# Guessing a bin of a metal's density of states

## The question

The density of states counts how many electron states a crystal offers per unit of energy. Suppose its value is hidden at two energies, one near the bottom of the valence band and one among the empty states. How well can each be guessed from the bins around it, and is the height or the orbital character easier to guess?

The example is tungsten in the fcc structure, treated with a standard density functional. Real tungsten is bcc, so this crystal serves as a model and not as a sample on a shelf. The columns DOS W 5d and DOS W 6s give the parts of the total that resemble the atom's 5d and 6s orbitals.

Fcc tungsten (a = 4.037 Å, one atom per cell), computed with Ansatz 0.2.0 using PBE, scalar-relativistic plane-wave PAW, no spin polarisation, a 420 eV cutoff, an 18×18×18 k mesh and 0.1 eV Gaussian smearing. The density of states uses tetrahedra on a 27×27×27 k mesh, averaged over 0.2 eV bins. Energies are relative to the Fermi level; 5d and 6s parts are Löwdin projections.

```tsv
energy (eV)	density of states total (states/eV/cell)	DOS W 5d (states/eV/cell)	DOS W 6s (states/eV/cell)
-7.95	0.060	0	0.0600
-7.55	0.080	0	0.0800
-7.15	0.100	0.01	0.0900
-6.75	0.130	0.01	0.1100
-6.35	?	?	?
-5.95	0.220	0.05	0.1500
-5.55	0.430	0.21	0.2100
-5.15	0.770	0.51	0.2400
-4.75	0.820	0.6	0.2100
-4.35	0.960	0.79	0.1500
-3.95	0.980	0.87	0.1000
-3.55	0.950	0.88	0.0600
-3.15	0.620	0.6	0.0100
-2.75	1.200	1.13	0.0300
-2.35	0.810	0.77	0.0200
-1.95	1.050	0.96	0.0500
-1.55	1.210	1.08	0.0800
-1.15	1.400	1.22	0.1100
-0.75	1.190	1.03	0.0900
-0.35	1.250	1.1	0.0800
0.05	1.180	1.05	0.0500
0.45	0.800	0.72	0.0300
0.85	0.750	0.7	0.0200
1.25	0.860	0.8	0.0300
1.65	1.080	1	0.0400
2.05	0.770	0.71	0.0300
2.45	?	?	?
2.85	0.700	0.66	0.0200
3.25	0.670	0.63	0.0200
3.65	0.710	0.66	0.0200
4.05	0.800	0.75	0.0300
4.45	1.110	1.04	0.0400
4.85	1.190	1.13	0.0400
5.25	0.850	0.76	0.0500
5.65	0.570	0.46	0.0600
```

## First limit: free electrons

Take an electron that hardly notices the atoms. Its energy above the band bottom $E_0$ grows as the square of its wave number, and the states fill a sphere in wave-number space. Counting them for both spins gives

$$g(E)=\frac{\Omega}{2\pi^2}\left(\frac{2m}{\hbar^2}\right)^{3/2}\sqrt{E-E_0},$$

where $g$ is the density of states, $\Omega$ the cell volume and $m$ the electron mass.

With $\Omega=16.45$ Å³ and $\hbar^2/2m=3.8$ eV Å², the density 1 eV above the bottom is $16.45/(19.7\times 7.4)\approx 0.11$ states/eV. The lowest band of this run starts near −9.0 eV, so the row at −7.95 eV lies about 1 eV above the bottom. It holds 0.06 states/eV, only about half the free-electron value, as if the electrons had roughly two thirds of their free mass.

A square-root law fitted to the 6s values of the four rows lowest in energy has 0.74 times the free-electron strength. Its bottom was left free, however, and comes out half an electronvolt too high. The law can extend the foot by a row, but it does not measure the mass. The foot of the band is thus low and smooth because a broad s band spreads its few states over many electronvolts.

## Second limit: atomic d levels

Now take atoms far apart. Their 5d levels form a single spike that holds ten states per atom. When the atoms approach, the d orbitals overlap and the spike spreads into a band, but the ten states remain. The average height is therefore ten divided by the width, and a narrower d band must be a taller one.

The crudest model of the solid is a flat d band. Fitted to the known 5d values, with zero below −5.3 eV and one constant height above, it gives 0.84 states/eV, which corresponds to a width of about $10/0.84\approx 12$ eV. Its typical error is 0.19 states/eV, nearly a quarter of the height, so the real band is far from flat.

The reason is that a band adds many states to a bin wherever its energy changes little with wave number. Such places must exist in every band of a periodic crystal, and they leave kinks, called van Hove singularities, in the density of states. Five d bands, each with several such places, overlap here. The result is a jagged profile: the total nearly doubles from 0.62 to 1.20 states/eV between −3.15 and −2.75 eV.

## Between the limits: s and d mix

Let one s state couple with strength $h$ to one d level at energy $\varepsilon_d$. For a mixed state of energy $E$, the two-level equations give the s share

$$w_s=\frac{(E-\varepsilon_d)^2}{(E-\varepsilon_d)^2+h^2}.$$

Far below the d level the state is almost pure s. As $E$ approaches $\varepsilon_d$, the d admixture grows ever faster at first, and close to the d level the s share tends to zero.

The steep climb of the 5d part at the top of the foot fits this picture. The 6s part peaks at 0.24 states/eV at −5.15 eV, almost vanishes at −3.15 eV and partly returns near −1.15 eV. A single d level cannot explain that gap, because the d band is centred well above −3.15 eV.

The band energies of the same run suggest what happens. Followed outward from wave number zero, the lowest band rises from about −9.0 eV, flattens near −5.2 eV and bends back. A higher band comes down from about 2.6 eV to −0.2 eV and then turns up again. Two bands that approach and turn away without meeting are the mark of states that mix. Mixing pushes them apart, and the energies between are left mostly to d states that hardly mix with s. One line of wave numbers cannot speak for the whole crystal, but the low 6s part at −3.15 eV agrees with it.

The formula also suggests why character should be easier to guess than height. A flat stretch of band puts more states into a bin, but it raises the d part and the total together. In their ratio the crowding largely cancels, and what remains is the average character of the states, which changes slowly away from strong mixing.

## The forecasts

**At −6.35 eV** the s foot continues smoothly while the d admixture sets in. The mean of the neighbours gives 0.13 ± 0.01 states/eV for 6s. For quantities that bend upward the geometric mean is the better guess: 0.17 ± 0.02 for the total and 0.02 ± 0.01 for 5d. The 6s part should still dominate. These error bars are judgements, guided by the smoothness of the foot.

**At 2.45 eV** the mean of the neighbours gives a total of 0.74 states/eV. The error bar can be measured by applying the same rule to known rows of the d band, where it errs by 0.19 on average (root mean square) and by almost 0.5 at worst. The forecast is therefore 0.74 ± 0.19. The 5d share is put at 0.93 ± 0.02, also by judgement, and the 6s part at 0.025 ± 0.01 states/eV.

The flat band competes with the neighbours here. It forecasts 0.84 states/eV for 5d, whereas the neighbours' height and share together give 0.69. Since both approaches have typical errors near 0.19, the known rows do not decide between them.

The withheld rows as computed:

```tsv
energy (eV)	density of states total (states/eV/cell)	DOS W 5d (states/eV/cell)	DOS W 6s (states/eV/cell)
-6.35	0.160	0.02	0.1300
2.45	0.660	0.61	0.0200
```

## What came out

In the foot all three forecasts hold. The total is 0.16 states/eV, slightly below the forecast, and the 6s part is 0.13, as predicted. The square-root law alone would have given 0.12, a difference of one unit in the last printed digit. So close to the rounding, this row cannot rank the two rules.

At 2.45 eV the total is 0.66 states/eV, below both neighbours. The forecast was too high by 0.08, or 11 % of the computed value, but well inside its bar. No average of two neighbours can produce a value lower than both, so a local dip is exactly what the rule must miss. Spin–orbit coupling, which the calculation leaves out, can shift bands in tungsten by tenths of an electronvolt, so even for fcc tungsten this shallow dip is uncertain.

The 5d share came out much closer, at 0.92 against a forecast of 0.93. The 6s part is 0.02 against 0.025 states/eV; this miss is large relative to so small a value, but no larger than the rounding of the table. The flat band overshot the 5d part by 0.23 states/eV, so the neighbours did better in this row. One row does not make them the better rule throughout a band whose structure is as fine as the 0.4 eV step between rows.

## Where the jaggedness matters

Peaks and dips matter for a value at one energy, but they tend to cancel in a sum. If each row stands for 0.4 eV, the rows up to the Fermi level hold 5.9 electrons, close to tungsten's six valence electrons. A coarse sampling can thus give a good count and still a poor height.

At the Fermi level 89 % of the density of states is 5d. Tungsten serves in chips as a contact and interconnect metal, though not in this ideal fcc form. There the electrons at the Fermi level carry the current, but the resistance also depends on their speed and scattering, which a density of states does not contain. The printed output below lists the forecasts, fits and misses.

Numerical output:

```
Midpoint rule, rms miss on known d-band rows (states/eV): 0.1908
Midpoint rule, largest miss on known d-band rows (states/eV): 0.485
Midpoint rule, rms miss on two known foot rows (states/eV): 0.003536
Forecast total at -6.35 eV, judged bar 0.02 (states/eV): 0.1691
Computed total at -6.35 eV (states/eV): 0.16
Forecast 6s at -6.35 eV, judged bar 0.01 (states/eV): 0.13
Rival square-root law for 6s at -6.35 eV (states/eV): 0.1198
Computed 6s at -6.35 eV (states/eV): 0.13
Forecast 5d at -6.35 eV, judged bar 0.01 (states/eV): 0.02236
Strength of the fitted 6s square-root law over free electrons (ratio): 0.7359
Forecast total at 2.45 eV, bar is the rms midpoint miss (states/eV): 0.735
Computed total at 2.45 eV (states/eV): 0.66
Forecast less computed total at 2.45 eV (states/eV): 0.075
Forecast 5d share at 2.45 eV, judged bar 0.02 (fraction): 0.9325
Computed 5d share at 2.45 eV (fraction): 0.9242
Forecast 6s at 2.45 eV, judged bar 0.01 (states/eV): 0.025
Computed 6s at 2.45 eV (states/eV): 0.02
Forecast 5d at 2.45 eV from height times share (states/eV): 0.6854
fit of d5 on 33 rows: coefficient of where(energy > -5.3, 1, 0) 0.8374 +/- 0.037; rms 0.191, worst -1.15 -0.383, leave-one-out rms 0.198
  rows outside the fit (model, value, miss): -6.35 0, 0.02, -0.02; 2.45 0.8374, 0.61, 0.227
Electrons from listed bins up to the Fermi level (of 6): 5.933
5d share in the bin at the Fermi level (fraction): 0.8898
```
